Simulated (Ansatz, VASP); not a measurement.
**One calculation of Li2O, two programs**

```xyz
3
Lattice="0.0000 2.2864 2.2864 2.2864 0.0000 2.2864 2.2864 2.2864 0.0000" Properties=species:S:1:pos:R:3 pbc="T T T"
O     0.0000    0.0000    0.0000
Li    1.1432    1.1432    1.1432
Li    3.4296    3.4296    3.4296
```

The cell was built by a generator and needn't be a form met in nature.

Alike in both runs: task single point; functional HSE06; k mesh 4 × 4 × 4; no spin polarisation.

|  | VASP | Ansatz |
| --- | --- | --- |
| version | VASP 6.6.1 | Ansatz 0.2.0 |
| potentials or method | VASP PAW PBE potentials, release 64 (O, Li_sv) | plane waves, PAW |
| plane-wave cutoff (eV) | 520 | 420 |
| occupations | gaussian, width 0.01 eV | fixed |
| valence electrons in the cell | 12 | 12 |

VASP gave:

```
gap on the k mesh at the Fermi level (eV) : 6.64
```

Q: Which values does Ansatz return?

A: gap on the k mesh at the Fermi level (eV): 6.65.

Ansatz warned: «stress_exchange_threshold_loose».

Caveats: the k mesh is coarse (spacing up to 0.59 Å⁻¹), so the values aren't converged, least of all with exact exchange. A k mesh can miss the band edges.
